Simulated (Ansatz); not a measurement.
Crystal: CuO.

```xyz
4
Lattice="0.0000 -2.1166 -2.1166 -2.1166 0.0000 -2.1166 2.1166 2.1166 -4.2331" Properties=species:S:1:pos:R:3 pbc="T T T"
Cu    0.0233   -0.0336   -4.1419
Cu    0.0233    2.0829   -6.2584
O    -0.0233    0.0336   -6.4409
O    -0.0233    0.0336   -2.2078
```

The cell comes from a database or a generator and needn't be the stable form of this composition.

* Program: Ansatz 0.2.0
* Task: relaxation of cell and atoms
* Functional: PBE
* Potentials or basis: Ansatz PAW
* Cutoff: 420 eV (not typed: the program's choice for these potentials)
* k mesh: 10 × 10 × 6
* Occupations: fermi-dirac, width 0.05 eV
* Spin: no spin polarisation
* Hubbard terms: Cu d U = 5.3 eV

At the start: volume 9.48 Å³/atom.

Task: Where does the relaxation end?

Result: It ends after 9 steps and the volume is 9.72 Å³/atom (+2.5 %); space group Fm-3m (No. 225, to 0.05 Å).

The path:
```
step  energy change (eV)  largest force (eV/Å)  volume (Å³)
   1              0.0000                1.3497        37.93
   2             -0.0999                1.0404        38.49
   3             -0.2679                0.0171        38.80
   4             -0.2682                0.0010        38.83
   5             -0.2683                0.0001        38.84
   6             -0.2683                0.0000        38.83
   7             -0.2735                0.0000        38.83
   8             -0.2733                0.0001        38.88
   9             -0.2735                0.0001        38.88
```

Final structure:
```
Cu O
1.0
     0.00055   -2.13625   -2.12887
    -2.13614    0.00061   -2.12893
     2.13682    2.13710   -4.25914
Cu O
2 2
Direct
  0.50000 0.50000 0.50000
  0.00000 0.00000 0.00000
  0.75000 0.75000 0.75000
  0.25000 0.25000 0.25000
```

Caveat: the plane-wave basis is chosen anew once the cell has moved, so the energies of steps on either side of that aren't comparable; the pressure holds a Pulay correction of +0.8 GPa for the finite cutoff; the run has no spin polarisation, though such a crystal can be magnetic; U without spin polarisation on a metal has little footing.
